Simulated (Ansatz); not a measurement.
Runs of Ansatz 0.2.0 on In. It takes space group I4/mmm (No. 139, tetragonal). The conventional cell has a = 3.251 Å, b = 3.251 Å, c = 4.947 Å, α = 90.00°, β = 90.00°, γ = 90.00°. In (site symmetry 4/mmm) is surrounded by 12 In at 3.25 to 3.38 Å. 

| task | level | atoms under strain | gap on the mesh (eV) | pressure (GPa) |
| --- | --- | --- | --- | --- |
| elastic constants | PBE | relaxed | none | 1.9 |
| elastic constants | LDA | clamped | none | -2.6 |
| elastic constants | PBEsol | relaxed | none | (a) |
| phonons | PBE | - | none | - |
| phonons | PBEsol | - | none | - |

Alike in all rows: potentials or basis Ansatz PAW; no spin polarisation; cell as given; k mesh 8 × 8 × 8; cutoff (eV) 420; smearing fermi-dirac 0.05 eV.

Problem. Fill in the values left out.

Solution. (a) -1.1.

Caveats: the PAW data sets come from PBE, with cores solved anew for the run's functional, which leaves a small shift of forces and pressure (some runs); elastic constants of metals need much finer meshes, so these are rough (some runs); the elastic tensor has a negative eigenvalue, so either the cell is unstable as it stands or the mesh is too thin (some runs).

A k mesh can miss the band edges, and the runs leave out spin-orbit coupling on In.

A gap of «none» marks a metal or a gap under the smearing width.
